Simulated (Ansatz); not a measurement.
# MnS (P6_3mc): Heisenberg exchange couplings in Python

Aim: the Heisenberg exchange couplings, for MnS (P6_3mc), run from a script.

The COD entry's cell or inner coordinates are ideal or old and differ from later refinements, so a difference from it is no clean test against experiment.

Program: the Python package of Ansatz 0.2.0. Level of theory: DFT PBEsol+D3(BJ) with three-body term, plane waves, PAW. These are calculated values, not measurements.

### 1 The system

Symmetry: P6_3mc, No. 186, hexagonal system. The conventional cell has a = 3.976 Å, b = 3.976 Å, c = 6.432 Å, α = 90.00°, β = 90.00°, γ = 120.00°. Mn (site symmetry 3m) has 4 S at 2.41 to 2.48 Å as nearest neighbours. Around S (site symmetry 3m) lie 4 Mn at 2.41 to 2.48 Å.

The script reads mns.extxyz:

```xyz
4
Lattice="3.976 0.0 0.0 -1.988 3.44331701 0.0 0.0 0.0 6.432" Properties=species:S:1:pos:R:3:initial_magmoms:R:1 pbc="T T T"
Mn   -0.00000000    2.29554467    0.00000000  5.20
Mn    1.98800000    1.14777234    3.21600000  5.20
S    -0.00000000    2.29554467    2.47632000  0.00
S     1.98800000    1.14777234    5.69232000  0.00
```

### 2 Script

File mns.py:

```python
# -*- coding: utf-8 -*-
import ansatz
import numpy as np

crystal = ansatz.Crystal.from_extxyz("mns.extxyz")

base = (
    crystal.calculation()
    .scf(tolerance=1e-05)
    .functional("pbesol", dispersion="d3bjatm")
    .accuracy("low")
    .kpoints(8, 8, 4, center="gamma")
    .basis(530)
    .initial_density(normalization="cell")
    .spin(ansatz.SpinTreatment.COLLINEAR)
    .occupations(ansatz.OccupationsMethod.FERMI_DIRAC, width=150 * ansatz.meV)
    .eigenstates(nscf_kmesh=(6, 6, 4))
    .exchange_couplings(magnetic=["Mn"])
)
couplings = base.run().exchange_couplings().to_plain()
for atom in couplings["atoms"]:
    print(atom["site"]["symbol"], atom["role"], "moment", round(atom["moment_mub"], 3), "muB")
shells = {}
for pair in couplings["pairs"]:
    key = (pair["site"], pair["partner"], round(float(np.linalg.norm(pair["displacement_ang"])), 2))
    shells.setdefault(key, []).append(1000 * pair["coupling_ev"])
print("site partner distance (A)  count  mean J (meV)")
for (i, j, d), values in sorted(shells.items(), key=lambda item: item[0][2])[:10]:
    print(f"{i:4d} {j:7d} {d:12.2f} {len(values):6d} {np.mean(values):13.3f}")
print("mean-field order:", couplings["mean_field_order"])
```

### 3 The input behind the calls

The engine receives this input:

```yaml
crystal:
  lattice:
    - [3.976, 0.0, 0.0]
    - [-1.988, 3.44331701, 0.0]
    - [0.0, 0.0, 6.432]
  atoms:
    - { symbol: Mn, position: [0.33333333284930394, 0.6666666656986079, 0.0], spin: 5.2 }
    - { symbol: Mn, position: [0.6666666671506961, 0.3333333343013921, 0.5], spin: 5.2 }
    - { symbol: S, position: [0.33333333284930394, 0.6666666656986079, 0.38499999999999995], spin: 0.0 }
    - { symbol: S, position: [0.6666666671506961, 0.3333333343013921, 0.8849999999999999], spin: 0.0 }
accuracy: low
basis:
  ecutwfc: 530.0
kpoints:
  mp_grid:
    grid: [8, 8, 4]
    shift: [0.0, 0.0, 0.0]
hamiltonian:
  xc: pbesol
  dispersion: d3bjatm
magnetization:
  spin_polarized: true
scf:
  convergence:
    dr2_threshold: 1.0e-05
  occupations:
    method: fermi_dirac
    width: 0.15
  initial_density:
    normalization: cell
output:
  eigenstates:
    nscf_kmesh:
      grid: [6, 6, 4]
    exchange_couplings:
      magnetic:
        - { species: Mn }
```

### 4 Running it

Started as:

```sh
$ python mns.py
```

Standard output:

```text
DeckWarning: where an SCF of this run starts from atoms to list the orders of its open shells, Mn (sites 0, 1, from 0) starts with 5.00 μB on its 3d shell, in the place of the 5.20 μB that the deck gives it: its open shells can hold no more by Hund's first rule. To start from spheres of the given moment, type scf.initial_density.shell_occupations: []
RunWarning: an SCF from antiferromagnetic starting moments (-5.20, 5.20, 0.00, 0.00 Bohr magnetons, atom by atom) was not made, by what the run has read of turns of its moments that order reads lower: the deck asks for what bars it, or types moments that do (magnetization.spin_polarized, in the input reference, names [...]
Mn magnetic moment 4.782 muB
Mn magnetic moment 4.782 muB
S relaxed moment 0.042 muB
S relaxed moment 0.042 muB
site partner distance (A)  count  mean J (meV)
   0       1         3.95      6       -14.736
   1       0         3.95      6       -14.736
   0       0         3.98      6       -21.834
   1       1         3.98      6       -21.834
   0       1         5.61      6         0.004
   1       0         5.61      6         0.004
   0       0         6.43      2         0.970
   1       1         6.43      2         0.970
   0       1         6.87     12         0.821
   1       0         6.87     12         0.821
mean-field order: {'temperature_k': 623.871907684918, 'q_frac': [0.16666666666666666, 0.3333333333333333, 0.0]}
```

Caution: the run may have ended on a state that is not the lowest.

(Warnings from the package without file and line, shortened.)

Run time: 2.8 min. Hardware: 1 thread of Arm Neoverse V1, shared host; peak memory 1.4 GiB.

Lines on the test bed's own set-up are left out of the output.

A comment line of the script is reworded here; the code is as run.

### 5 What the engine kept of the run

The report of the run holds:

```tsv
item	value
SCF cycles in all	11
k-points solved	30
plane waves	2479
bands	33
valence electrons	42
free energy (eV)	-9509.75740
Fermi level (eV)	7.271
```

### 6 Summary of results

| quantity | value |
| --- | --- |
| free energy | -9509.7574 eV (-2377.4394 eV/atom) |
| gap on the mesh | none |
| moment, net / absolute | 9.71 / 9.71 μB per cell |

Filled and empty levels meet on the mesh: no gap at this level. Caveats:
- The magnetic order follows from the starting moments and needn't be the lowest.
- For a metal this k-point mesh is coarse: on a finer one energies can move by several to tens of meV an atom and pressures by half a GPa or more, differences at one mesh by less.
- The smearing is wide enough that free energy and stress hold a thermal part of the electrons.
- Of the deposited cell: the entry's cell lengths or inner coordinates differ somewhat from later room-temperature determinations.
- Without a Hubbard U or exact exchange, semilocal functionals often make such 3d compounds metallic or too weakly gapped.
- Couplings oscillate with the k-mesh and hold for small turns from this magnetic state; mean-field temperatures overestimate ordering, and where the couplings favour a wavevector other than zero the state started from isn't the stable order.
